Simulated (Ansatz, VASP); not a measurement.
**AlN: VASP beside Ansatz**

Contents of INCAR:

```
SYSTEM = AlN
PREC = Accurate
ENCUT = 520
EDIFF = 1E-7
ISMEAR = 0
SIGMA = 0.05
LREAL = .FALSE.
LASPH = .TRUE.
NELM = 60
ALGO = Normal
ISIF = 2
LWAVE = .FALSE.
LCHARG = .FALSE.
GGA = PE
NBANDS = 11
```

File KPOINTS:

```
Automatic mesh
0
G
  10 10 10
  0 0 0
```

The input POSCAR:

```
AlN
1.0
    0.0000000000      2.2015871044      2.2015871044
    2.2015871044      0.0000000000      2.2015871044
    2.2015871044      2.2015871044      0.0000000000
Al N
1 1
Direct
    0.0000000000      0.0000000000      0.0000000000
    0.8067772221      0.6932227779      0.6932227779
```

Input for Ansatz:

```yaml
crystal:
  lattice:
    - [0.0, 2.2015871006, 2.2015871006]
    - [2.2015871006, 0.0, 2.2015871006]
    - [2.2015871006, 2.2015871006, 0.0]
  atoms:
    - { symbol: Al, position: [0.0, 0.0, 0.0] }
    - { symbol: "N", position: [0.8067772222, 0.6932227778, 0.6932227778] }
basis:
  ecutwfc: 420
kpoints:
  mp_grid: { grid: [10, 10, 10] }
hamiltonian:
  xc: pbe
scf:
  occupations: { method: gaussian, width: 0.05 }
output:
  forces: true
  stress: true
  eigenvalues: true
  write_density: true
  write_potential: true
  elf: true
  volumetric_format: npy
```

Change from the starting cell: all N atoms moved -0.250 Å, as atom 2 along Cartesian [1 0 0].

Alike in both runs: task single point; functional PBE; k mesh 10 × 10 × 10; occupations gaussian, width 0.05 eV; no spin polarisation.

```csv
,VASP,Ansatz
version,VASP 6.6.1,Ansatz 0.2.0
potentials or method,"VASP PAW PBE potentials, release 64 (Al, N)","scalar-relativistic, plane waves, PAW"
plane-wave cutoff (eV),520,420
valence electrons in the cell,8,8
```

```tsv
	VASP	Ansatz	Ansatz less VASP
gap on the k mesh at the Fermi level (eV)	2.69	2.70	+0.010
least direct gap on the mesh (eV)	3.30	3.29	-0.009
pressure (GPa)	6.8	7.0	+0.18
largest component of the traceless stress (GPa)	16.50	16.40	-0.100
rms of the force components (eV/Å)	1.856	1.849	-0.0065
```

Atom by atom the forces differ by 0.006 eV/Å (rms over components).

Caveats: forces of over 1 eV/Å show positions far from the minimum, so gaps and moduli don't describe the material at rest. A k mesh can miss the band edges.
